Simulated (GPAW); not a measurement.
# SiC (P6_3mc): G0W0 with GPAW, start to end

Aim: the G0W0 gap of SiC (P6_3mc) on PBE, step by step.

Main program and level: GPAW 26.7.0; PBE and many-body steps on it, plane waves.

**Experimental background.**

- Gap 3.33 eV: band gap at cryogenic temperature; bulk crystal (literature value) (quoted in “Silicon carbide diodes for neutron detection”, 2020, arxiv:2009.14696).

## 1. Starting point

The structure is hexagonal, space group P6_3mc (No. 186). Conventional cell: a = 3.074 Å, b = 3.074 Å, c = 5.045 Å, α = 90.00°, β = 90.00°, γ = 120.00°. Nearest to Si lie 4 C at 1.88 to 1.90 Å. C has 4 Si at 1.88 to 1.90 Å nearest. Farther neighbours are not listed.

Coordinates:

```cif
data_structure
_symmetry_space_group_name_H-M 'P 1'
_symmetry_Int_Tables_number 1
_cell_length_a 3.0735
_cell_length_b 3.0735
_cell_length_c 5.0452
_cell_angle_alpha 90.000
_cell_angle_beta 90.000
_cell_angle_gamma 120.000
_cell_volume 41.27
loop_
_atom_site_label
_atom_site_type_symbol
_atom_site_fract_x
_atom_site_fract_y
_atom_site_fract_z
_atom_site_occupancy
Si1 Si 0.33333 0.66667 0.49960 1
Si2 Si 0.66667 0.33333 0.99960 1
C3 C 0.33333 0.66667 0.87540 1
C4 C 0.66667 0.33333 0.37540 1
```

The cell and positions are those that the Materials Project relaxed with its own functionals (PBE, PBE+U or r2SCAN), kept fixed.

## 2. Ground state

This step: GPAW 26.7.0; DFT, PBE, plane waves, PAW.

The ground-state density comes first.

run.py

```python
import json
import numpy as np
from gpaw.mpi import world
from ase import Atoms
from gpaw import GPAW, PW, FermiDirac

atoms = Atoms(['Si', 'Si', 'C', 'C'],
    cell=[[3.0735139282, 0.0000000000, 0.0000000000],
      [-1.5367569641, 2.6617411407, 0.0000000000],
      [0.0000000000, 0.0000000000, 5.0452477100]],
    scaled_positions=[[0.3333333333, 0.6666666667, 0.4996024000],
      [0.6666666667, 0.3333333333, 0.9996024000],
      [0.3333333333, 0.6666666667, 0.8753976000],
      [0.6666666667, 0.3333333333, 0.3753976000]],
    pbc=(True, True, True))
calc = GPAW(mode=PW(600),
    xc='PBE',
    kpts={'size': (9, 9, 6), 'gamma': True},
    occupations=FermiDirac(0.001),
    nbands=-8,
    convergence={'density': 1e-6, 'bands': -3},
    maxiter=100,
    txt='gs.txt')
atoms.calc = calc
res = {'energy': atoms.get_potential_energy()}
kpts = calc.get_ibz_k_points()
res['kpts'] = kpts
res['eigenvalues'] = [calc.get_eigenvalues(kpt=k) for k in range(len(kpts))]
res['n_electrons'] = calc.get_number_of_electrons()
calc.write('gs.gpw')

if world.rank == 0:
    with open('result.json', 'w') as f:
        json.dump(res, f, default=lambda x: x.tolist())
```

Started as:

```bash
> mpirun -n 8 gpaw python run.py
```

Numbers of over 12 decimals in the logs are rounded to 6 here.

The log of the run:

```text
__  _  _
 | _ |_)|_||  |
 |__||  | ||/\| - 26.7.0

Input parameters:
  mode=PW(ecut=600.0),
  convergence={'density': 1e-06, 'bands': -3},
  kpts=MonkhorstPack(size=(9, 9, 6), gamma=True),
  maxiter=100,
  nbands=-8,
  occupations=Occupations(name='fermi-dirac', width=0.001, fixmagmom=False),
  xc=XC(name='PBE')
  [... matrices ...]
Diagonalizing LCAO Hamiltonian
Converting LCAO to pw mode

           Si
        C

        Si
           C

Atoms  # Å, Bohr magnetons
|   | symbol |         x |        y |        z |    initial magnetic moments |
| 0 |     Si | -0.000000 | 1.774494 | 2.520618 | ( 0.0000,  0.0000,  0.0000) |
| 1 |     Si |  1.536757 | 0.887247 | 5.043242 | ( 0.0000,  0.0000,  0.0000) |
| 2 |      C | -0.000000 | 1.774494 | 4.416598 | ( 0.0000,  0.0000,  0.0000) |
| 3 |      C |  1.536757 | 0.887247 | 1.893974 | ( 0.0000,  0.0000,  0.0000) |

Unit cell  # Å
| periodic |         x |        y |        z |  lengths |     angles |
|      yes |  3.073514 | 0.000000 | 0.000000 | 3.073514 |  90.000000 |
|      yes | -1.536757 | 2.661741 | 0.000000 | 3.073514 |  90.000000 |
|      yes |  0.000000 | 0.000000 | 5.045248 | 5.045248 | 120.000000 |

Number of symmetries: 6
Symmetry operations  # r_c * U_cc + t_c -> r_c
|   | kind |            matrix            |
| 0 |  σ   |  1, 1, 0,  0,-1, 0,  0, 0, 1 |
| 1 |  E   |  1, 0, 0,  0, 1, 0,  0, 0, 1 |
| 2 |  C3  |  0, 1, 0, -1,-1, 0,  0, 0, 1 |
| 3 |  σ   |  0,-1, 0, -1, 0, 0,  0, 0, 1 |
| 4 |  σ   | -1, 0, 0,  1, 1, 0,  0, 0, 1 |
| 5 |  C3  | -1,-1, 0,  1, 0, 0,  0, 0, 1 |

BZ-sampling:
  Number of BZ points: 486
  Number of IBZ points: 62

  Monkhorst-Pack size: [9, 9, 6]
  Monkhorst-Pack shift: [0.0, 0.0, 0.083333]

K-points  # in reciprocal-cell coordinates
|     |                                coordinates |     weight |
|   0 | (  0.00000000,   0.00000000,   0.00000000) | 0.00205761 |
|   1 | (  0.00000000,   0.00000000,   0.16666667) | 0.00411523 |
|   2 | (  0.00000000,   0.00000000,   0.33333333) | 0.00411523 |
|   3 | (  0.00000000,   0.00000000,   0.50000000) | 0.00205761 |
|   4 | (  0.11111111,   0.00000000,  -0.33333333) | 0.01234568 |
|   5 | (  0.11111111,   0.00000000,  -0.16666667) | 0.01234568 |
|   6 | (  0.11111111,   0.00000000,   0.00000000) | 0.01234568 |
|   7 | (  0.11111111,   0.00000000,   0.16666667) | 0.01234568 |
|   8 | (  0.11111111,   0.00000000,   0.33333333) | 0.01234568 |
|   9 | (  0.11111111,   0.00000000,   0.50000000) | 0.01234568 |
| ... |                                            |            |
|  61 | (  0.44444444,   0.44444444,   0.50000000) | 0.01234568 |

Plane wave coefficients: 1398
Cutoff: 600.0 eV

Spin-components: 1 (collinear spins)
Bands:           16
Projectors:      20
Spin-degeneracy: 2
Datatype:        complex128

  Storage: CPU
  Wave functions: 21_665_280 bytes (2_708_160 per core)
  Projectors: 31_143_840 bytes (3_892_980 per core)
  [... matrices ...]
Parallelization:
  kpt:    8
  domain: 1
  band:   1

Density:
  Valence electrons: 16.0
  Components: 1
  Grid points: [18 18 30]
  Charge: 0.0  # |e|

Potential:
  Grid points: [18 18 30]

species:
  Si:
    name:    Silicon
    Z:       14.0
    valence: 4
    core:    10
    charge:  0.0  # [|e|]
    compensation charges:
      type: gauss
      rc: 0.33  # [Å]
      lmax: 2
    cutoffs:
      filter: 1.86  # [Å]
      core: 2.06  # [Å]
    projectors
    | kind |    occ | energy [eV] | rcut [Å] |
    |   3s |  2.000 |     -10.812 |    1.058 |
    |   3p |  2.000 |      -4.081 |    1.058 |
    |    s |        |      16.399 |    1.058 |
    |    p |        |      23.130 |    1.058 |
    |    d |        |       0.000 |    1.058 |

    Using partial waves for Si as LCAO basis

  C:
    name:    Carbon
    Z:       6.0
    valence: 4
    core:    2
    charge:  0.0  # [|e|]
    compensation charges:
      type: gauss
      rc: 0.20  # [Å]
      lmax: 2
    cutoffs:
      filter: 1.14  # [Å]
      core: 1.14  # [Å]
    projectors
    | kind |    occ | energy [eV] | rcut [Å] |
    |   2s |  2.000 |     -13.751 |    0.635 |
    |   2p |  2.000 |      -5.284 |    0.635 |
    |    s |        |      13.461 |    0.635 |
    |    p |        |      21.927 |    0.635 |
    |    d |        |       0.000 |    0.635 |

    Using partial waves for C as LCAO basis

Reference energy: -17827.944731  # eV

eigensolver:
  PPCG
  Converge bands: -3
  niter=2

density mixing:
  MSR1-Mixer
  Pratt-step length: 0.05
  Maximum mixing coefficient: 0.75
  Old densities: 10
  SVD Regularization: 0.005
  Good broyden scale: 1.0
  Trust region scale: 1.0
  Backstep threshold: 4.0
  History deletion threshold: 6.0
  Fourier metric: weight=20.0, sigma=0.015

occupation numbers:
  Fermi-Dirac:
    width: 0.0010  # eV

poisson solver:
  ecut: 4800.0  # eV

xc functional:
  name: PBE with 2 nearest neighbor stencil

Initialization done in: 0.867 s

convergence criteria:
- Maximum integral of absolute [dens]ity change: 1e-06 electrons / valence electron
- Maximum [total energy] change in last 3 cyles: 0.0005 eV / valence electron
- Maximum integral of absolute [eigenst]ate change: 4e-08 eV^2 / valence electron
maximum number of iterations: 100

SCF iterations
|iter     |     time |      energy | eigst |  dens |
|iter:   1|  |  -33.183507 | +0.88 |       |
|iter:   2|  |  -32.431649 | -0.43 | -0.56 |
|iter:   3|  |  -29.908666 | -0.43 | -0.61 |
|iter:   4|  |  -29.919795 | -2.14 | -1.31 |
|iter:   5|  |  -29.926335 | -2.89 | -1.69 |
|iter:   6|  |  -29.926469c| -4.35 | -2.67 |
|iter:   7|  |  -29.926477c| -5.38 | -3.29 |
|iter:   8|  |  -29.926477c| -6.49 | -4.14 |
|iter:   9|  |  -29.926477c| -7.15 | -5.02 |
|iter:  10|  |  -29.926477c| -7.41c| -5.73 |
|iter:  11|  |  -29.926477c| -7.61c| -6.31c|

Converged in 11 steps
SCF loop duration: 2.932 s (0.267 s/step)
Energy contributions relative to reference atoms: (reference = -17827.944731)
  [... matrices ...]
Energy contributions:
  Kinetic:          32.989185
  Coulomb:         -27.655333
  Zero:             -0.036397
  External:          0.000000
  Xc:              -35.223933
  Entropy:          -0.000000
  Spinorbit:         0.000000
  ----------------------------
  Free energy:     -29.926477
  Extrapolated:    -29.926477

dipole moment: (-0.000001, -0.000002, 12.448325)  # |e|*Ang

Fermi level: 10.043
Eigenvalues  # (at kpt = [0.000, 0.000, 0.000])
| band index |      eig [eV] | occ [0-2] |
|          0 |        -7.170 |     2.000 |
|          1 |        -3.594 |     2.000 |
|          2 |        -0.296 |     2.000 |
|          3 |         7.108 |     2.000 |
|          4 |         7.108 |     2.000 |
|          5 |         8.314 |     2.000 |
|          6 |         8.429 |     2.000 |
|          7 |         8.429 |     2.000 |
|          8 |        13.253 |     0.000 |
|          9 |        14.676 |     0.000 |
|         10 |        15.098 |     0.000 |
|         11 |        15.098 |     0.000 |
|         12 |        16.190 |     0.000 |
|         13 |        17.391 |     0.000 |
|         14 |        17.391 |     0.000 |
|         15 |        19.810 |     0.000 |

Gap: 2.261 eV
Transition (v -> c):
  (s=0, k=0, n=7, [0.00, 0.00, 0.00]) -> (s=0, k=32, n=8, [0.33, 0.33, 0.00])
Direct/indirect transitions are different
Direct gap: 4.007 eV
Transition at: (s=0, k=48, n=7, [0.44, 0.00, 0.00])
# Writing to gs.gpw (mode='')
  [... matrices ...]
```

Wall time 5.3 s (8 MPI ranks of Arm Neoverse V2, shared host); peak memory 1.2 GiB; 42 s of CPU time.

This step gave:

| Quantity | Value |
| --- | --- |
| total energy | -29.93 eV |
| gap | 2.261 eV |
| k of the valence top | 0, 0, 0 |
| k of the conduction bottom | 0.3333, 0.3333, 0 |
| least direct gap | 4.007 eV |

The gap is indirect, with the least direct gap 1.75 eV higher.

## 3. Bands along the symmetry lines

The cheap functional maps the bands first; the places of the edges decide which points the dearer methods must see.

run.py

```python
import json
import numpy as np
from gpaw.mpi import world
from gpaw import GPAW

path = [[0.000000, 0.000000, 0.000000],
    [0.062500, 0.000000, 0.000000],
    [0.125000, 0.000000, 0.000000],
    [0.187500, 0.000000, 0.000000],
    [0.250000, 0.000000, 0.000000],
    [0.312500, 0.000000, 0.000000],
    [0.375000, 0.000000, 0.000000],
    [0.437500, 0.000000, 0.000000],
    [0.500000, 0.000000, 0.000000],
    [0.479167, 0.041667, 0.000000],
    [0.458333, 0.083333, 0.000000],
    [0.437500, 0.125000, 0.000000],
    [0.416667, 0.166667, 0.000000],
    [0.395833, 0.208333, 0.000000],
    [0.375000, 0.250000, 0.000000],
    [0.354167, 0.291667, 0.000000],
    [0.333333, 0.333333, 0.000000],
    [0.291667, 0.291667, 0.000000],
    [0.250000, 0.250000, 0.000000],
    [0.208333, 0.208333, 0.000000],
    [0.166667, 0.166667, 0.000000],
    [0.125000, 0.125000, 0.000000],
    [0.083333, 0.083333, 0.000000],
    [0.041667, 0.041667, 0.000000],
    [0.000000, 0.000000, 0.000000],
    [0.000000, 0.000000, 0.062500],
    [0.000000, 0.000000, 0.125000],
    [0.000000, 0.000000, 0.187500],
    [0.000000, 0.000000, 0.250000],
    [0.000000, 0.000000, 0.312500],
    [0.000000, 0.000000, 0.375000],
    [0.000000, 0.000000, 0.437500],
    [0.000000, 0.000000, 0.500000],
    [0.062500, 0.000000, 0.500000],
    [0.125000, 0.000000, 0.500000],
    [0.187500, 0.000000, 0.500000],
    [0.250000, 0.000000, 0.500000],
    [0.312500, 0.000000, 0.500000],
    [0.375000, 0.000000, 0.500000],
    [0.437500, 0.000000, 0.500000],
    [0.500000, 0.000000, 0.500000],
    [0.479167, 0.041667, 0.500000],
    [0.458333, 0.083333, 0.500000],
    [0.437500, 0.125000, 0.500000],
    [0.416667, 0.166667, 0.500000],
    [0.395833, 0.208333, 0.500000],
    [0.375000, 0.250000, 0.500000],
    [0.354167, 0.291667, 0.500000],
    [0.333333, 0.333333, 0.500000],
    [0.291667, 0.291667, 0.500000],
    [0.250000, 0.250000, 0.500000],
    [0.208333, 0.208333, 0.500000],
    [0.166667, 0.166667, 0.500000],
    [0.125000, 0.125000, 0.500000],
    [0.083333, 0.083333, 0.500000],
    [0.041667, 0.041667, 0.500000],
    [0.000000, 0.000000, 0.500000],
    [0.500000, 0.000000, 0.500000],
    [0.500000, 0.000000, 0.437500],
    [0.500000, 0.000000, 0.375000],
    [0.500000, 0.000000, 0.312500],
    [0.500000, 0.000000, 0.250000],
    [0.500000, 0.000000, 0.187500],
    [0.500000, 0.000000, 0.125000],
    [0.500000, 0.000000, 0.062500],
    [0.500000, -0.000000, 0.000000],
    [0.333333, 0.333333, 0.500000],
    [0.333333, 0.333333, 0.437500],
    [0.333333, 0.333333, 0.375000],
    [0.333333, 0.333333, 0.312500],
    [0.333333, 0.333333, 0.250000],
    [0.333333, 0.333333, 0.187500],
    [0.333333, 0.333333, 0.125000],
    [0.333333, 0.333333, 0.062500],
    [0.333333, 0.333333, 0.000000]]
calc = GPAW('gs.gpw').fixed_density(kpts=path,
    symmetry='off',
    nbands=18,
    convergence={'bands': 14},
    txt='bands.txt')
res = {}
kpts = calc.get_ibz_k_points()
res['kpts'] = kpts
res['eigenvalues'] = [calc.get_eigenvalues(kpt=k) for k in range(len(kpts))]
res['n_electrons'] = calc.get_number_of_electrons()

if world.rank == 0:
    with open('result.json', 'w') as f:
        json.dump(res, f, default=lambda x: x.tolist())
```

Started as:

```bash
> mpirun -n 8 gpaw python run.py
```

The log of the run:

```text
Diagonalizing LCAO Hamiltonian
Converting LCAO to pw mode
convergence criteria:
- Maximum integral of absolute [eigenst]ate change: 4e-08 eV^2 / valence electron
maximum number of iterations: 100

SCF iterations
|iter     |     time |      energy | eigst |  dens |
|iter:   1|  |             | +1.14 |       |
|iter:   2|  |             | -0.28 |       |
|iter:   3|  |             | -1.69 |       |
[...]
|iter:   7|  |             | -6.28 |       |
|iter:   8|  |             | -7.22 |       |
|iter:   9|  |             | -8.06c|       |
SCF steps: 9
  __  _  _
 | _ |_)|_||  |
 |__||  | ||/\| - 26.7.0

Input parameters:
  mode=PW(ecut=600.0),
  convergence={'bands': 14},
  gpts=array([18, 18, 30]),
  kpts=KPoints(kpts=array([[ 0.      ,  0.      ,  0.      ],
         [ 0.0625  ,  0.      ,  0.      ],
         [ 0.125   ,  0.      ,  0.      ],
         [ 0.1875  ,  0.      ,  0.      ],
[...]
[ 0.479167,  0.041667,  0.      ],
         [ 0.458333,  0.083333,  0.      ],
[...]
[ 0.416667,  0.166667,  0.      ],
[...]
[ 0.5     ,  0.      ,  0.0625  ],
         [ 0.5     , -0.      ,  0.      ],
[...]
[ 0.333333,  0.333333,  0.125   ],
         [ 0.333333,  0.333333,  0.0625  ],
         [ 0.333333,  0.333333,  0.      ]])),
  maxiter=100,
  nbands=18,
  occupations=Occupations(name='fermi-dirac', width=0.001, fixmagmom=False),
  parallel={},
  symmetry=Symmetry(point_group=False, time_reversal=False),
  xc=XC(name='PBE')
  [... matrices ...]
timing:  # [seconds]
  Total: 0.027  # ━━━━━━━━━━━━━━━━━━━━━━━━━━━━━━━━━━━━━━━━━━━━━━━━━━━━━━━━━━━
```

Run time: 5 s. Hardware: 8 MPI ranks; peak memory 1.3 GiB; 39 s of CPU time.

Numbers from this step:

| Quantity | Value |
| --- | --- |
| gap | 2.261 eV |
| k of the valence top | 0, 0, 0 |
| k of the conduction bottom | 0.3333, 0.3333, 0 |
| least direct gap | 3.972 eV |

The gap is 2.261 eV, as in the run before at this level.

The electronic bands at the labelled points (eV, zero at the top of the highest filled band; v1 is the highest filled band, c1 the lowest empty one):

| point | v4 | v3 | v2 | v1 | c1 | c2 | c3 | c4 |
| --- | --- | --- | --- | --- | --- | --- | --- | --- |
| Γ | -1.32 | -0.11 | 0.00 | 0.00 | 4.82 | 6.25 | 6.67 | 6.67 |
| halfway | -2.97 | -2.53 | -1.02 | -0.61 | 4.05 | 5.84 | 7.28 | 7.66 |
| M | -5.45 | -3.33 | -3.30 | -1.20 | 2.77 | 4.22 | 6.91 | 7.13 |
| halfway | -5.40 | -4.68 | -3.38 | -2.55 | 3.19 | 5.15 | 7.68 | 8.52 |
| K | -6.27 | -4.06 | -4.06 | -3.85 | 2.26 | 8.17 | 8.86 | 8.86 |
| halfway | -4.16 | -2.82 | -1.45 | -1.26 | 5.06 | 5.82 | 7.01 | 7.22 |
| Γ | -1.32 | -0.11 | 0.00 | 0.00 | 4.82 | 6.25 | 6.67 | 6.67 |
| halfway | -1.15 | -1.15 | -0.22 | -0.22 | 5.11 | 6.79 | 6.79 | 7.05 |
| A | -0.71 | -0.71 | -0.71 | -0.71 | 5.92 | 5.92 | 7.35 | 7.35 |
| halfway | -2.96 | -2.96 | -1.72 | -1.72 | 4.50 | 4.50 | 7.37 | 7.37 |
| L | -2.45 | -2.45 | -2.34 | -2.34 | 3.28 | 3.28 | 5.26 | 5.26 |
| halfway | -4.26 | -4.26 | -1.92 | -1.92 | 4.28 | 4.28 | 6.36 | 6.36 |
| H | -5.66 | -5.66 | -1.74 | -1.74 | 5.07 | 5.07 | 6.02 | 6.02 |
| halfway | -3.02 | -3.02 | -2.50 | -2.50 | 5.17 | 5.17 | 7.55 | 7.55 |
| A | -0.71 | -0.71 | -0.71 | -0.71 | 5.92 | 5.92 | 7.35 | 7.35 |
| jump to L | -2.45 | -2.45 | -2.34 | -2.34 | 3.28 | 3.28 | 5.26 | 5.26 |
| halfway | -4.16 | -3.10 | -2.34 | -1.63 | 3.10 | 3.26 | 6.63 | 7.04 |
| M | -5.45 | -3.33 | -3.30 | -1.20 | 2.77 | 4.22 | 6.91 | 7.13 |
| jump to H | -5.66 | -5.66 | -1.74 | -1.74 | 5.07 | 5.07 | 6.02 | 6.02 |
| halfway | -6.48 | -4.53 | -2.82 | -2.82 | 3.49 | 6.58 | 6.58 | 7.83 |
| K | -6.27 | -4.06 | -4.06 | -3.85 | 2.26 | 8.17 | 8.86 | 8.86 |

## 4. Empty states on the mesh, 6×6×4 mesh, 103 bands

The sums over transitions need many empty states on a uniform mesh; this step solves for them.

run.py

```python
import json
import numpy as np
from gpaw.mpi import world
from gpaw import GPAW

calc = GPAW('gs.gpw').fixed_density(kpts={'size': (6, 6, 4), 'gamma': True},
    parallel={'domain': 1, 'band': 1},
    txt='nscf.txt')
calc.diagonalize_full_hamiltonian(nbands=103)
calc.write('full.gpw', mode='all')
res = {}
kpts = calc.get_ibz_k_points()
res['kpts'] = kpts
res['eigenvalues'] = [calc.get_eigenvalues(kpt=k) for k in range(len(kpts))]
res['n_electrons'] = calc.get_number_of_electrons()

if world.rank == 0:
    with open('result.json', 'w') as f:
        json.dump(res, f, default=lambda x: x.tolist())
```

Started as:

```bash
> mpirun -n 8 gpaw python run.py
```

The log of the run:

```text
Diagonalizing LCAO Hamiltonian
Converting LCAO to pw mode
convergence criteria:
- Maximum integral of absolute [eigenst]ate change: 4e-08 eV^2 / valence electron
maximum number of iterations: 100

SCF iterations
|iter     |     time |      energy | eigst |  dens |
|iter:   1|  |             | +1.03 |       |
|iter:   2|  |             | -0.34 |       |
|iter:   3|  |             | -1.31 |       |
[...]
|iter:   8|  |             | -6.44 |       |
|iter:   9|  |             | -7.34 |       |
|iter:  10|  |             | -7.89c|       |
SCF steps: 10
  __  _  _
 | _ |_)|_||  |
 |__||  | ||/\| - 26.7.0

Input parameters:
  mode=PW(ecut=600.0),
  convergence={'density': 1e-06, 'bands': -3},
  gpts=array([18, 18, 30]),
  kpts=MonkhorstPack(size=(6, 6, 4), gamma=True),
  maxiter=100,
  nbands=16,
  occupations=Occupations(name='fermi-dirac', width=0.001, fixmagmom=False),
  parallel={'domain': 1, 'band': 1},
  xc=XC(name='PBE')
Matrix size: 1376x1376
# Writing to full.gpw (mode='all')
  [... matrices ...]

timing:  # [seconds]
  Total: 7.361  # ━━━━━━━━━━━━━━━━━━━━━━━━━━━━━━━━━━━━━━━━━━━━━━━━━━━━━━━━━━━
```

The job ended after 10 s (8 MPI ranks; peak memory 2.6 GiB).

This step gave:

* gap: 2.261 eV
* k of the valence top: 0, 0, 0
* k of the conduction bottom: 0.3333, 0.3333, 0
* least direct gap: 3.972 eV
* k points computed: 24
* lowest point of the top converged band, above the valence top: 84.9284 eV

On this mesh the gap is 2.261 eV.

[end of part 1 of 2]

[Paths, hosts, dates, memory and timing lines, banners, echoed tables and standing remarks are left out of the program output.]

[Logs are printed without paths, hosts, clocks, repeated set-up lines and the standing remarks that a program may print on its own settings, such as how far it seeks lower states.]

[Runs of the session that timed out or met a known fault of the program may be left out.]

[Hosts, paths, dates, database ids (printed as entryN), source tags and the programs' standing remarks are cut or masked in the printed files.]
